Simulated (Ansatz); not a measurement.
## YN: levels and charges under dearer methods

A database entry relaxed whole under r2SCAN at zero pressure (Fm-3m, No. 225):

```
Y N
1.0
     0.00000    2.44804    2.44804
     2.44804    0.00000    2.44804
     2.44804    2.44804    0.00000
Y N
1 1
Direct
  0.00000 0.00000 0.00000
  0.50000 0.50000 0.50000
```

Its volume is 14.67 Å³ an atom, +1.2 % against the entry's 14.50, which is old or was flagged in a check.

Single points on this cell with plane-wave PAW DFT (Ansatz 0.2.0; r2SCAN 500 eV, hybrids 420 eV; fermi-dirac occupations of width 0.100 eV; no moments): r2SCAN on a 12×12×12 Γ-centred mesh; HSE06 on a 8×8×8 Γ-centred mesh; PBE0 on a 8×8×8 Γ-centred mesh.

Task: How do gap, pressure and charges move from level to level?

Result: The runs give:

```csv
level,"gap (eV), or kind",pressure (GPa),Bader charge of Y (e),Bader charge of N (e)
r2SCAN,0.58,0.0,+1.97,-1.97
HSE06,1.09,-1.5,+1.99,-1.99
PBE0,1.74,-1.4,+1.99,-1.99
```

Under r2SCAN the gap is 0.58 eV, over mesh and band path. HSE06 moves it by +0.51 eV and PBE0 by +1.16 eV; PBE0 keeps its exact exchange at long range, which widens the gap over HSE06's by 0.65 eV on their common mesh.

Caveats: the relaxation kept the start's symmetry; HSE06 is read on its mesh and at the zone's corners, PBE0 on its mesh alone; hybrid pressures are good to a few tenths of a GPa; pressure is positive in compression.
